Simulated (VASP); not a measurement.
# InP (Fm-3m) in VASP: further runs, part 6 of 7

VASP 6.6.1.

**77. Equation of state, PBEsol, 21.86 Å³/atom**

INCAR

```
PREC     = Accurate       # precision mode
ENCUT    = 600            # plane-wave cutoff, eV
EDIFF    = 1E-6           # SCF threshold, eV
ISMEAR   = 0              # smearing method
SIGMA    = 0.05           # smearing width, eV
LREAL    = F              # projectors in reciprocal space
LASPH    = T              # aspherical terms in the spheres
NELM     = 100            # most SCF steps
ALGO     = Normal         # electronic algorithm
ISIF     = 2              # what is computed and relaxed
LWAVE    = F              # write WAVECAR
LCHARG   = F              # write CHGCAR
GGA      = PS             # functional
ADDGRID  = F
```

KPOINTS

```
Automatic mesh
0
Gamma
  5 5 5
```

POSCAR

```
InP
1.0
    0.0000000000      2.7962499810      2.7962499810
    2.7962499810      0.0000000000      2.7962499810
    2.7962499810      2.7962499810      0.0000000000
In P
1 1
Direct
    0.0000000000      0.0000000000      0.0000000000
    0.5000000000      0.5000000000      0.5000000000
```

On the command line:

```sh
$ cat potpaw_PBE.64/In_d/POTCAR potpaw_PBE.64/P/POTCAR > POTCAR
$ mpirun -np 1 vasp_std > vasp.out
```

It took 3.4 s on 1 thread of Intel Xeon 6975P-C (Granite Rapids), shared host; peak memory 0.17 GiB.

The run converged, but some of its settings lie outside the range that counts as converged, so its numbers aren't taken as properties of the crystal.

What came out:

```yaml
Free_energy: -8.7232 eV
Pressure: -5.1 GPa
Band_gap_on_the_k_mesh: none (metal or under the smearing width)
```

Caveat: the k mesh is coarse (spacing up to 0.39 Å⁻¹), so the values aren't converged; the PAW data sets were made with another functional, which shifts forces and pressure a little.

**78. Equation of state, PBEsol, 20.59 Å³/atom**

Edit INCAR of step 77 so:

```diff
@@ -1,3 +1,3 @@
 PREC     = Accurate       # precision mode
-ENCUT    = 600            # plane-wave cutoff, eV
+ENCUT    = 350            # plane-wave cutoff, eV
 EDIFF    = 1E-6           # SCF threshold, eV
```

KPOINTS

```
Automatic mesh
0
Gamma
  7 7 7
```

POSCAR

```
InP
1.0
    0.0000000000      2.7408640675      2.7408640675
    2.7408640675      0.0000000000      2.7408640675
    2.7408640675      2.7408640675      0.0000000000
In P
1 1
Direct
    0.0000000000      0.0000000000      0.0000000000
    0.5000000000      0.5000000000      0.5000000000
```

Potentials or basis: VASP PAW PBE potentials, release 64 (In_d, P).

On the command line:

```sh
$ cat potpaw_PBE.64/In_d/POTCAR potpaw_PBE.64/P/POTCAR > POTCAR
$ mpirun -np 1 vasp_std > vasp.out
```

It took 2.6 s on 1 thread of Intel Xeon 6975P-C (Granite Rapids), shared host; peak memory 0.13 GiB.

The run converged, but some of its settings lie outside the range that counts as converged, so its numbers aren't taken as properties of the crystal.

What came out:

```yaml
Free_energy: -8.7993 eV
Pressure: -1.3 GPa
Band_gap_on_the_k_mesh: none (metal or under the smearing width)
```

Caveat: the PAW data sets were made with another functional, which shifts forces and pressure a little.

**79. Equation of state, PBEsol, 21.86 Å³/atom**

INCAR is that of step 78.

KPOINTS is that of step 78.

POSCAR

```
InP
1.0
    0.0000000000      2.7962499810      2.7962499810
    2.7962499810      0.0000000000      2.7962499810
    2.7962499810      2.7962499810      0.0000000000
In P
1 1
Direct
    0.0000000000      0.0000000000      0.0000000000
    0.5000000000      0.5000000000      0.5000000000
```

On the command line:

```sh
$ cat potpaw_PBE.64/In_d/POTCAR potpaw_PBE.64/P/POTCAR > POTCAR
$ mpirun -np 1 vasp_std > vasp.out
```

Run time: 2.7 s. Hardware: 1 thread of Intel Xeon 6975P-C (Granite Rapids), shared host; peak memory 0.13 GiB.

The run converged, but some of its settings lie outside the range that counts as converged, so its numbers aren't taken as properties of the crystal.

What came out:

* Free energy: -8.7488 eV
* Pressure: -5.5 GPa
* Band gap on the k mesh: none (metal or under the smearing width)

Caveat: the PAW data sets were made with another functional, which shifts forces and pressure a little.

**80. Equation of state, PBEsol, 20.59 Å³/atom**

Edit INCAR of step 79 so:

```diff
@@ -1,3 +1,3 @@
 PREC     = Accurate       # precision mode
-ENCUT    = 350            # plane-wave cutoff, eV
+ENCUT    = 500            # plane-wave cutoff, eV
 EDIFF    = 1E-6           # SCF threshold, eV
```

KPOINTS

```
Automatic mesh
0
Gamma
  6 6 6
```

POSCAR

```
InP
1.0
    0.0000000000      2.7408640675      2.7408640675
    2.7408640675      0.0000000000      2.7408640675
    2.7408640675      2.7408640675      0.0000000000
In P
1 1
Direct
    0.0000000000      0.0000000000      0.0000000000
    0.5000000000      0.5000000000      0.5000000000
```

On the command line:

```sh
$ cat potpaw_PBE.64/In_d/POTCAR potpaw_PBE.64/P/POTCAR > POTCAR
$ mpirun -np 1 vasp_std > vasp.out
```

It took 4 s on 1 thread of Intel Xeon 6975P-C (Granite Rapids), shared host; peak memory 0.15 GiB.

The run converged, but some of its settings lie outside the range that counts as converged, so its numbers aren't taken as properties of the crystal.

Results:

| Item | Value |
| --- | --- |
| Free energy | -8.8060 eV |
| Pressure | -0.8 GPa |
| Band gap on the k mesh | none (metal or under the smearing width) |

Caveat: the PAW data sets were made with another functional, which shifts forces and pressure a little.

**81. Equation of state, PBEsol, 21.86 Å³/atom**

INCAR is that of step 80.

KPOINTS is that of step 80.

POSCAR

```
InP
1.0
    0.0000000000      2.7962499810      2.7962499810
    2.7962499810      0.0000000000      2.7962499810
    2.7962499810      2.7962499810      0.0000000000
In P
1 1
Direct
    0.0000000000      0.0000000000      0.0000000000
    0.5000000000      0.5000000000      0.5000000000
```

Potentials or basis: VASP PAW PBE potentials, release 64 (In_d, P).

On the command line:

```sh
$ cat potpaw_PBE.64/In_d/POTCAR potpaw_PBE.64/P/POTCAR > POTCAR
$ mpirun -np 1 vasp_std > vasp.out
```

Run time: 4.7 s. Hardware: 1 thread of Intel Xeon 6975P-C (Granite Rapids), shared host; peak memory 0.16 GiB.

The run converged, but some of its settings lie outside the range that counts as converged, so its numbers aren't taken as properties of the crystal.

Results:

* Free energy: -8.7582 eV
* Pressure: -5.1 GPa
* Band gap on the k mesh: none (metal or under the smearing width)

Caveat: the PAW data sets were made with another functional, which shifts forces and pressure a little.

**82. Equation of state, PBEsol, 20.59 Å³/atom**

Edit INCAR of step 81 so:

```diff
@@ -1,3 +1,3 @@
 PREC     = Accurate       # precision mode
-ENCUT    = 500            # plane-wave cutoff, eV
+ENCUT    = 400            # plane-wave cutoff, eV
 EDIFF    = 1E-6           # SCF threshold, eV
```

KPOINTS

```
Automatic mesh
0
Gamma
  7 7 7
```

POSCAR

```
InP
1.0
    0.0000000000      2.7408640675      2.7408640675
    2.7408640675      0.0000000000      2.7408640675
    2.7408640675      2.7408640675      0.0000000000
In P
1 1
Direct
    0.0000000000      0.0000000000      0.0000000000
    0.5000000000      0.5000000000      0.5000000000
```

On the command line:

```sh
$ cat potpaw_PBE.64/In_d/POTCAR potpaw_PBE.64/P/POTCAR > POTCAR
$ mpirun -np 1 vasp_std > vasp.out
```

Wall time 4.2 s (1 thread of Intel Xeon 6975P-C (Granite Rapids), shared host); peak memory 0.15 GiB.

The run converged, but some of its settings lie outside the range that counts as converged, so its numbers aren't taken as properties of the crystal.

Results:

```
Free energy            : -8.8010 eV
Pressure               : -1.0 GPa
Band gap on the k mesh : none (metal or under the smearing width)
```

Caveat: the PAW data sets were made with another functional, which shifts forces and pressure a little.

**83. Equation of state, PBEsol, 21.86 Å³/atom**

INCAR is that of step 82.

KPOINTS is that of step 82.

POSCAR

```
InP
1.0
    0.0000000000      2.7962499810      2.7962499810
    2.7962499810      0.0000000000      2.7962499810
    2.7962499810      2.7962499810      0.0000000000
In P
1 1
Direct
    0.0000000000      0.0000000000      0.0000000000
    0.5000000000      0.5000000000      0.5000000000
```

On the command line:

```sh
$ cat potpaw_PBE.64/In_d/POTCAR potpaw_PBE.64/P/POTCAR > POTCAR
$ mpirun -np 1 vasp_std > vasp.out
```

Run time: 4.3 s. Hardware: 1 thread of Intel Xeon 6975P-C (Granite Rapids), shared host; peak memory 0.15 GiB.

The run converged, but some of its settings lie outside the range that counts as converged, so its numbers aren't taken as properties of the crystal.

Results:

```yaml
Free_energy: -8.7505 eV
Pressure: -5.2 GPa
Band_gap_on_the_k_mesh: none (metal or under the smearing width)
```

Caveat: the PAW data sets were made with another functional, which shifts forces and pressure a little.

**84. Equation of state, PBEsol, 20.59 Å³/atom**

Edit INCAR of step 83 so:

```diff
@@ -3,3 +3,3 @@
 EDIFF    = 1E-6           # SCF threshold, eV
-ISMEAR   = 0              # smearing method
+ISMEAR   = -5             # smearing method
 SIGMA    = 0.05           # smearing width, eV
```

KPOINTS is that of step 83.

POSCAR

```
InP
1.0
    0.0000000000      2.7408640675      2.7408640675
    2.7408640675      0.0000000000      2.7408640675
    2.7408640675      2.7408640675      0.0000000000
In P
1 1
Direct
    0.0000000000      0.0000000000      0.0000000000
    0.5000000000      0.5000000000      0.5000000000
```

Potentials or basis: VASP PAW PBE potentials, release 64 (In_d, P).

On the command line:

```sh
$ cat potpaw_PBE.64/In_d/POTCAR potpaw_PBE.64/P/POTCAR > POTCAR
$ mpirun -np 1 vasp_std > vasp.out
```

It took 4.7 s on 1 thread of Intel Xeon 6975P-C (Granite Rapids), shared host; peak memory 0.15 GiB.

These settings aren't checked as converged: the numbers below hold their error.

Results:

| Property | Result |
| --- | --- |
| Free energy | -8.8042 eV |
| Pressure | -1.4 GPa |
| Band gap on the k mesh | none (metal or under the smearing width) |

Caveat: the PAW data sets were made with another functional, which shifts forces and pressure a little; tetrahedron occupations give inexact forces and stress in metals.

**85. Equation of state, PBEsol, 21.86 Å³/atom**

INCAR is that of step 84.

KPOINTS is that of step 84.

POSCAR

```
InP
1.0
    0.0000000000      2.7962499810      2.7962499810
    2.7962499810      0.0000000000      2.7962499810
    2.7962499810      2.7962499810      0.0000000000
In P
1 1
Direct
    0.0000000000      0.0000000000      0.0000000000
    0.5000000000      0.5000000000      0.5000000000
```

On the command line:

```sh
$ cat potpaw_PBE.64/In_d/POTCAR potpaw_PBE.64/P/POTCAR > POTCAR
$ mpirun -np 1 vasp_std > vasp.out
```

Run time: 4.5 s. Hardware: 1 thread of Intel Xeon 6975P-C (Granite Rapids), shared host; peak memory 0.15 GiB.

The run converged, but some of its settings lie outside the range that counts as converged, so its numbers aren't taken as properties of the crystal.

Results:

* Free energy: -8.7514 eV
* Pressure: -5.6 GPa
* Band gap on the k mesh: none (metal or under the smearing width)

Caveat: the PAW data sets were made with another functional, which shifts forces and pressure a little; tetrahedron occupations give inexact forces and stress in metals.

**86. Equation of state, PBEsol, 20.59 Å³/atom**

Edit INCAR of step 85 so:

```diff
@@ -1,5 +1,5 @@
 PREC     = Accurate       # precision mode
-ENCUT    = 400            # plane-wave cutoff, eV
+ENCUT    = 900            # plane-wave cutoff, eV
 EDIFF    = 1E-6           # SCF threshold, eV
-ISMEAR   = -5             # smearing method
+ISMEAR   = 0              # smearing method
 SIGMA    = 0.05           # smearing width, eV
```

KPOINTS

```
Automatic mesh
0
Gamma
  5 5 5
```

POSCAR

```
InP
1.0
    0.0000000000      2.7408640675      2.7408640675
    2.7408640675      0.0000000000      2.7408640675
    2.7408640675      2.7408640675      0.0000000000
In P
1 1
Direct
    0.0000000000      0.0000000000      0.0000000000
    0.5000000000      0.5000000000      0.5000000000
```

On the command line:

```sh
$ cat potpaw_PBE.64/In_d/POTCAR potpaw_PBE.64/P/POTCAR > POTCAR
$ mpirun -np 1 vasp_std > vasp.out
```

It took 6.4 s on 1 thread of Intel Xeon 6975P-C (Granite Rapids), shared host; peak memory 0.23 GiB.

These settings aren't checked as converged: the numbers below hold their error.

Results:

| Property | Result |
| --- | --- |
| Free energy | -8.7716 eV |
| Pressure | -0.8 GPa |
| Band gap on the k mesh | none (metal or under the smearing width) |

Caveat: the k mesh is coarse (spacing up to 0.40 Å⁻¹), so the values aren't converged; the PAW data sets were made with another functional, which shifts forces and pressure a little.

**87. Equation of state, PBEsol, 21.86 Å³/atom**

INCAR is that of step 86.

KPOINTS is that of step 86.

POSCAR

```
InP
1.0
    0.0000000000      2.7962499810      2.7962499810
    2.7962499810      0.0000000000      2.7962499810
    2.7962499810      2.7962499810      0.0000000000
In P
1 1
Direct
    0.0000000000      0.0000000000      0.0000000000
    0.5000000000      0.5000000000      0.5000000000
```

Potentials or basis: VASP PAW PBE potentials, release 64 (In_d, P).

On the command line:

```sh
$ cat potpaw_PBE.64/In_d/POTCAR potpaw_PBE.64/P/POTCAR > POTCAR
$ mpirun -np 1 vasp_std > vasp.out
```

It took 6.3 s on 1 thread of Intel Xeon 6975P-C (Granite Rapids), shared host; peak memory 0.23 GiB.

The run converged, but some of its settings lie outside the range that counts as converged, so its numbers aren't taken as properties of the crystal.

What came out:

- Free energy: -8.7233 eV
- Pressure: -4.6 GPa
- Band gap on the k mesh: none (metal or under the smearing width)

Caveat: the k mesh is coarse (spacing up to 0.39 Å⁻¹), so the values aren't converged; the PAW data sets were made with another functional, which shifts forces and pressure a little.

**88. Equation of state, PBEsol, 20.59 Å³/atom**

Edit INCAR of step 87 so:

```diff
@@ -1,3 +1,3 @@
 PREC     = Accurate       # precision mode
-ENCUT    = 900            # plane-wave cutoff, eV
+ENCUT    = 500            # plane-wave cutoff, eV
 EDIFF    = 1E-6           # SCF threshold, eV
```

KPOINTS

```
Automatic mesh
0
Gamma
  7 7 7
```

POSCAR

```
InP
1.0
    0.0000000000      2.7408640675      2.7408640675
    2.7408640675      0.0000000000      2.7408640675
    2.7408640675      2.7408640675      0.0000000000
In P
1 1
Direct
    0.0000000000      0.0000000000      0.0000000000
    0.5000000000      0.5000000000      0.5000000000
```

On the command line:

```sh
$ cat potpaw_PBE.64/In_d/POTCAR potpaw_PBE.64/P/POTCAR > POTCAR
$ mpirun -np 1 vasp_std > vasp.out
```

Wall time 4.4 s (1 thread of Intel Xeon 6975P-C (Granite Rapids), shared host); peak memory 0.15 GiB.

The run converged, but some of its settings lie outside the range that counts as converged, so its numbers aren't taken as properties of the crystal.

What came out:

| Item | Value |
| --- | --- |
| Free energy | -8.8011 eV |
| Pressure | -1.0 GPa |
| Band gap on the k mesh | none (metal or under the smearing width) |

Caveat: the PAW data sets were made with another functional, which shifts forces and pressure a little.

**89. Equation of state, PBEsol, 21.86 Å³/atom**

INCAR is that of step 88.

KPOINTS is that of step 88.

POSCAR

```
InP
1.0
    0.0000000000      2.7962499810      2.7962499810
    2.7962499810      0.0000000000      2.7962499810
    2.7962499810      2.7962499810      0.0000000000
In P
1 1
Direct
    0.0000000000      0.0000000000      0.0000000000
    0.5000000000      0.5000000000      0.5000000000
```

On the command line:

```sh
$ cat potpaw_PBE.64/In_d/POTCAR potpaw_PBE.64/P/POTCAR > POTCAR
$ mpirun -np 1 vasp_std > vasp.out
```

Run time: 5.5 s. Hardware: 1 thread of Intel Xeon 6975P-C (Granite Rapids), shared host; peak memory 0.16 GiB.

The run converged, but some of its settings lie outside the range that counts as converged, so its numbers aren't taken as properties of the crystal.

What came out:

| Property | Result |
| --- | --- |
| Free energy | -8.7507 eV |
| Pressure | -5.2 GPa |
| Band gap on the k mesh | none (metal or under the smearing width) |

Caveat: the PAW data sets were made with another functional, which shifts forces and pressure a little.

**90. Equation of state, PBEsol, 20.59 Å³/atom**

Edit INCAR of step 89 so:

```diff
@@ -1,2 +1,2 @@
-PREC     = Accurate       # precision mode
+PREC     = Low            # precision mode
 ENCUT    = 500            # plane-wave cutoff, eV
```

KPOINTS is that of step 89.

POSCAR

```
InP
1.0
    0.0000000000      2.7408640675      2.7408640675
    2.7408640675      0.0000000000      2.7408640675
    2.7408640675      2.7408640675      0.0000000000
In P
1 1
Direct
    0.0000000000      0.0000000000      0.0000000000
    0.5000000000      0.5000000000      0.5000000000
```

Potentials or basis: VASP PAW PBE potentials, release 64 (In_d, P).

On the command line:

```sh
$ cat potpaw_PBE.64/In_d/POTCAR potpaw_PBE.64/P/POTCAR > POTCAR
$ mpirun -np 1 vasp_std > vasp.out
```

Wall time 2.6 s (1 thread of Intel Xeon 6975P-C (Granite Rapids), shared host); peak memory 0.11 GiB.

These settings aren't checked as converged: the numbers below hold their error.

Results:

```
Free energy            : -8.8017 eV
Pressure               : -1.0 GPa
Band gap on the k mesh : none (metal or under the smearing width)
```

Caveat: the PAW data sets were made with another functional, which shifts forces and pressure a little.

**91. Equation of state, PBEsol, 21.86 Å³/atom**

INCAR is that of step 90.

KPOINTS is that of step 90.

POSCAR

```
InP
1.0
    0.0000000000      2.7962499810      2.7962499810
    2.7962499810      0.0000000000      2.7962499810
    2.7962499810      2.7962499810      0.0000000000
In P
1 1
Direct
    0.0000000000      0.0000000000      0.0000000000
    0.5000000000      0.5000000000      0.5000000000
```

On the command line:

```sh
$ cat potpaw_PBE.64/In_d/POTCAR potpaw_PBE.64/P/POTCAR > POTCAR
$ mpirun -np 1 vasp_std > vasp.out
```

Run time: 2.6 s. Hardware: 1 thread of Intel Xeon 6975P-C (Granite Rapids), shared host; peak memory 0.12 GiB.

These settings aren't checked as converged: the numbers below hold their error.

What came out:

```yaml
Free_energy: -8.7506 eV
Pressure: -5.2 GPa
Band_gap_on_the_k_mesh: none (metal or under the smearing width)
```

Caveat: the PAW data sets were made with another functional, which shifts forces and pressure a little.

**92. Equation of state, PBEsol, 20.59 Å³/atom**

Edit INCAR of step 91 so:

```diff
@@ -1,2 +1,2 @@
-PREC     = Low            # precision mode
+PREC     = Normal         # precision mode
 ENCUT    = 500            # plane-wave cutoff, eV
```

KPOINTS is that of step 91.

POSCAR

```
InP
1.0
    0.0000000000      2.7408640675      2.7408640675
    2.7408640675      0.0000000000      2.7408640675
    2.7408640675      2.7408640675      0.0000000000
In P
1 1
Direct
    0.0000000000      0.0000000000      0.0000000000
    0.5000000000      0.5000000000      0.5000000000
```

On the command line:

```sh
$ cat potpaw_PBE.64/In_d/POTCAR potpaw_PBE.64/P/POTCAR > POTCAR
$ mpirun -np 1 vasp_std > vasp.out
```

Run time: 2.9 s. Hardware: 1 thread of Intel Xeon 6975P-C (Granite Rapids), shared host; peak memory 0.14 GiB.

The run converged, but some of its settings lie outside the range that counts as converged, so its numbers aren't taken as properties of the crystal.

What came out:

```yaml
Free_energy: -8.8012 eV
Pressure: -1.0 GPa
Band_gap_on_the_k_mesh: none (metal or under the smearing width)
```

Caveat: the PAW data sets were made with another functional, which shifts forces and pressure a little.

**93. Equation of state, PBEsol, 21.86 Å³/atom**

INCAR is that of step 92.

KPOINTS is that of step 92.

POSCAR

```
InP
1.0
    0.0000000000      2.7962499810      2.7962499810
    2.7962499810      0.0000000000      2.7962499810
    2.7962499810      2.7962499810      0.0000000000
In P
1 1
Direct
    0.0000000000      0.0000000000      0.0000000000
    0.5000000000      0.5000000000      0.5000000000
```

Potentials or basis: VASP PAW PBE potentials, release 64 (In_d, P).

On the command line:

```sh
$ cat potpaw_PBE.64/In_d/POTCAR potpaw_PBE.64/P/POTCAR > POTCAR
$ mpirun -np 1 vasp_std > vasp.out
```

Wall time 2.9 s (1 thread of Intel Xeon 6975P-C (Granite Rapids), shared host); peak memory 0.14 GiB.

The run converged, but some of its settings lie outside the range that counts as converged, so its numbers aren't taken as properties of the crystal.

What came out:

```
Free energy            : -8.7507 eV
Pressure               : -5.2 GPa
Band gap on the k mesh : none (metal or under the smearing width)
```

Caveat: the PAW data sets were made with another functional, which shifts forces and pressure a little.

**94. Equation of state, PBEsol, 20.59 Å³/atom**

Edit INCAR of step 93 so:

```diff
@@ -1,2 +1,2 @@
-PREC     = Normal         # precision mode
+PREC     = Accurate       # precision mode
 ENCUT    = 500            # plane-wave cutoff, eV
@@ -5,3 +5,3 @@
 SIGMA    = 0.05           # smearing width, eV
-LREAL    = F              # projectors in reciprocal space
+LREAL    = Auto         
 LASPH    = T              # aspherical terms in the spheres
```

KPOINTS is that of step 93.

POSCAR

```
InP
1.0
    0.0000000000      2.7408640675      2.7408640675
    2.7408640675      0.0000000000      2.7408640675
    2.7408640675      2.7408640675      0.0000000000
In P
1 1
Direct
    0.0000000000      0.0000000000      0.0000000000
    0.5000000000      0.5000000000      0.5000000000
```

On the command line:

```sh
$ cat potpaw_PBE.64/In_d/POTCAR potpaw_PBE.64/P/POTCAR > POTCAR
$ mpirun -np 1 vasp_std > vasp.out
```

Wall time 6.3 s (1 thread of Intel Xeon 6975P-C (Granite Rapids), shared host); peak memory 0.15 GiB.

The run converged, but some of its settings lie outside the range that counts as converged, so its numbers aren't taken as properties of the crystal.

Results:

| Item | Value |
| --- | --- |
| Free energy | -8.8015 eV |
| Pressure | -1.0 GPa |
| Band gap on the k mesh | none (metal or under the smearing width) |

Caveat: the PAW data sets were made with another functional, which shifts forces and pressure a little.

[end of part 6 of 7]
